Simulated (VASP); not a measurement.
Here is a VASP 6.6.1 calculation.

Contents of INCAR:

```
PREC = Accurate ; ENCUT = 520
EDIFF = 1E-7 ; ISMEAR = -1
SIGMA = 0.05 ; LREAL = False
LASPH = True ; NELM = 60
ALGO = Normal ; ISIF = 2
LWAVE = False ; LCHARG = True
GGA = PS ; LVHAR = True
NBANDS = 37 ; KPAR = 2
```

The input KPOINTS:

```
regular mesh
0
Gamma
  6 6 6
```

The input POSCAR:

```
Ag2O
1.0
    4.7180000000      0.0000000000      0.0000000000
    0.0000000000      4.7180000000      0.0000000000
    0.0000000000      0.0000000000      4.7180000000
Ag O
4 2
Direct
    0.7500000000      0.2500000000      0.7500000000
    0.7500000000      0.7500000000      0.2500000000
    0.2500000000      0.7500000000      0.7500000000
    0.2500000000      0.2500000000      0.2500000000
    0.5000000000      0.5000000000      0.5000000000
    0.0000000000      0.0000000000      0.0000000000
```

Potentials or basis: VASP PAW PBE potentials, release 64 (Ag, O).

Launch:

```sh
$ cat potpaw_PBE.64/Ag/POTCAR potpaw_PBE.64/O/POTCAR > POTCAR
$ mpirun -np 2 vasp_std > vasp.out
```

Q: What does it give for the pressure?

A: -0.8 GPa.

Q: Estimate the band gap on the k mesh.

A: None (metal or under the smearing width).

Caveat: the PAW data sets were made with another functional, which shifts forces and pressure a little.
